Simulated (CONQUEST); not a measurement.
Write the native input for CONQUEST 1.3 that does the following.

| Quantity | Value |
| --- | --- |
| Task | single point |
| Functional | PBEsol |
| Potentials or basis | PseudoDojo NC PBEsol, DZP, grid cutoff 120 Ha |
| k mesh | 8 × 8 × 8 |
| Occupations | fermi-dirac, width 0.05 eV |
| Spin | no spin polarisation |
| Solver | diagonalisation |
| SCF tolerance | 1e-06 |

Crystal: W.

```
CELL_PARAMETERS angstrom
3.16469 0.00000 0.00000
0.00000 3.16469 0.00000
0.00000 0.00000 3.16469
ATOMIC_POSITIONS crystal
W 0.00000 0.00000 0.00000
W 0.50000 0.50000 0.50000
```

The input as run:

Conquest_input

```
IO.Title W
IO.Coordinates coords.dat
IO.FractionalAtomicCoords T
IO.Iprint 2
IO.Iprint_init 1
General.NumberOfSpecies 1
General.PseudopotentialType hamann
AtomMove.TypeOfRun static
AtomMove.FullStress T
Grid.GridCutoff 120
DM.SolutionMethod diagon
Diag.MPMesh T
Diag.GammaCentred T
Diag.MPMeshX 8
Diag.MPMeshY 8
Diag.MPMeshZ 8
Diag.kT 0.00183747
minE.SCTolerance 1e-6
SC.MaxIters 100
IO.AtomChargeOutput T
IO.DumpChargeDensity T
IO.DumpESPot T
%block ChemicalSpeciesLabel
1 183.850 W
%endblock
```

coords.dat

```
    5.9803973693     0.0000000000     0.0000000000
    0.0000000000     5.9803973693     0.0000000000
    0.0000000000     0.0000000000     5.9803973693
2
  0.0000000000   0.0000000000   0.0000000000 1 T T T
  0.5000000000   0.5000000000   0.5000000000 1 T T T
```

Potentials or basis: PseudoDojo NC PBEsol, DZP, grid cutoff 120 Ha.

Command:

```bash
$ OMP_NUM_THREADS=1 Conquest
```

Results of the run:

The pressure is 0.8 GPa. The band gap on the k mesh is none (metal or under the smearing width).

Caveat: the box holds several primitive cells, so bands are folded and the points are those of the box's own zone; the basis of atomic orbitals isn't converged, which shifts pressures, moduli and gaps.

Wall time 2.4 min on 1 thread of Intel(R) Xeon(R) Platinum 8259CL CPU @ 2.50GHz (Skylake/Cascade Lake), with other jobs on the host, peak memory 0.56 GiB.
